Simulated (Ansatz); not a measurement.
The system is Cu2O (Cuprite).

```
Cu O
1.0
     4.26000    0.00000    0.00000
     0.00000    4.26000    0.00000
     0.00000    0.00000    4.26000
Cu O
4 2
Direct
  0.75000 0.25000 0.75000
  0.75000 0.75000 0.25000
  0.25000 0.75000 0.75000
  0.25000 0.25000 0.25000
  0.50000 0.50000 0.50000
  0.00000 0.00000 0.00000
```

Base run:

- Program: Ansatz 0.2.0
- Functional: revPBE
- Potentials or basis: Ansatz PAW
- Cutoff: 420 eV (not typed: the program's choice for these potentials)
- k mesh: 6 × 6 × 6
- Occupations: fermi-dirac, width 0.05 eV
- Spin: no spin polarisation

Its results: band gap on the k mesh 0.54 eV, direct; pressure 6.4 GPa.

Q: The run is repeated on the same cell with these changes: functional from revPBE to BLYP. What comes out?

A: Band gap on the k mesh 0.66 eV, direct; pressure 8.5 GPa.

Caveats: the PAW data sets come from PBE, with cores solved anew for the run's functional, which leaves a small shift of forces and pressure; the density of states is complete only up to the lowest level of the last band computed.

A k mesh can miss the band edges.
